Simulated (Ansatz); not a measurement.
# Ti in Ansatz: the effect of target pressure

The system is Ti.

```xyz
1
Lattice="-1.6410 1.6410 1.6410 1.6410 -1.6410 1.6410 1.6410 1.6410 -1.6410" Properties=species:S:1:pos:R:3 pbc="T T T"
Ti    0.0000    0.0000    0.0000
```

This isn't the form of Ti at room conditions, which is hcp.

Alike in all runs:

- Program: Ansatz 0.2.0
- Task: relaxation of cell and atoms
- Functional: PBEsol
- Potentials or basis: Ansatz PAW
- Cutoff: 420 eV (not typed: the program's choice for these potentials)
- k mesh: 11 × 11 × 11
- Occupations: fermi-dirac, width 0.05 eV
- Spin: no spin polarisation

Each run relaxes the cell or the atoms first.

| target pressure | relaxed volume (Å³/atom) |
| --- | --- |
| 0 GPa | 16.52 |
| 2 GPa | 16.24 |
| 5 GPa | 15.86 |
| 10 GPa | 15.29 |
| 20 GPa | 14.36 |
| 30 GPa | ? |

Task: What does the run with target pressure 30 GPa give?

Result: Relaxed volume 13.59 Å³/atom.

Worked out: In Murnaghan's law V^(-B') rises as a straight line in P. The other rows fit best with B' = 2.9, V0 = 16.52 Å³/atom and B0 = 116 GPa, which gives 13.61 Å³/atom at 30 GPa, against the run's 13.59.

Caveats: the plane-wave basis is chosen anew once the cell has moved, so the energies of steps on either side of that aren't comparable; the PAW data sets come from PBE, with cores solved anew for the run's functional, which leaves a small shift of forces and pressure; the volume moved by over 15 % at a fixed basis, so the end points are rough (some runs).
